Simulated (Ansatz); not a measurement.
Relaxed-ion elastic tensor of MgAl2O4 (spinel, Fd-3m) in GPa (Voigt order), PBEsol in the plane-wave PAW code Ansatz; density 3.55 g/cm³, 9.51 Å³ per atom.

|  | 1 | 2 | 3 | 4 | 5 | 6 |
|---|---|---|---|---|---|---|
| 1 | 265 | 152 | 152 | 0.0 | 0.0 | 0.0 |
| 2 | 152 | 265 | 152 | 0.0 | 0.0 | 0.0 |
| 3 | 152 | 152 | 265 | 0.0 | 0.0 | 0.0 |
| 4 | 0.0 | 0.0 | 0.0 | 142 | 0.0 | 0.0 |
| 5 | 0.0 | 0.0 | 0.0 | 0.0 | 142 | 0.0 |
| 6 | 0.0 | 0.0 | 0.0 | 0.0 | 0.0 | 142 |

Question: Is the crystal mechanically stable?

Answer: Yes: the smallest eigenvalue of C is 113 GPa.

Question: Work out the Voigt, Reuss and Hill averages.

Answer: K_V = 190, K_R = 190, K_H = 190; G_V = 108, G_R = 88.4, G_H = 98.2 GPa.

Question: Give Young's modulus, Poisson's ratio, Pugh's ratio and the universal anisotropy index.

Answer: E = 9KG/(3K + G) = 251 GPa; ν = 0.28; K/G = 1.93 (ductile by the Pugh limit of 1.75); A_U = 5G_V/G_R + K_V/K_R − 6 = 1.11.

Question: Estimate the sound speeds and the Debye temperature.

Answer: v_l = √((K + 4G/3)/ρ) = 9510 m/s, v_t = √(G/ρ) = 5260 m/s, mean 5860 m/s; Θ = (h/k)(3n/4πV)^(1/3) v_m = 824 K.

Question: Give the Zener ratio and Young's modulus along [100], [110] and [111].

Answer: A = 2C44/(C11 − C12) = 2.53; 1/E = S11 − 2(S11 − S12 − S44/2)Γ with Γ = 0, 1/4, 1/3 gives 154, 262, 342 GPa.

Question: Solve the Christoffel equation for the three sound speeds along [100], [110], [111].

Answer: Eigenvalues of C_ijkl n_j n_l equal ρv². In km/s, slowest first: [100] 6.33, 6.33, 8.64; [110] 3.98, 6.33, 9.94; [111] 4.89, 4.89, 10.34.

The PBEsol relaxation kept the symmetry of its start.

Potentials: the earlier of the program's two PAW sets. The files were generated under PBE; for other functionals the program regenerates the frozen cores, and for LDA and PBEsol the local potential too.
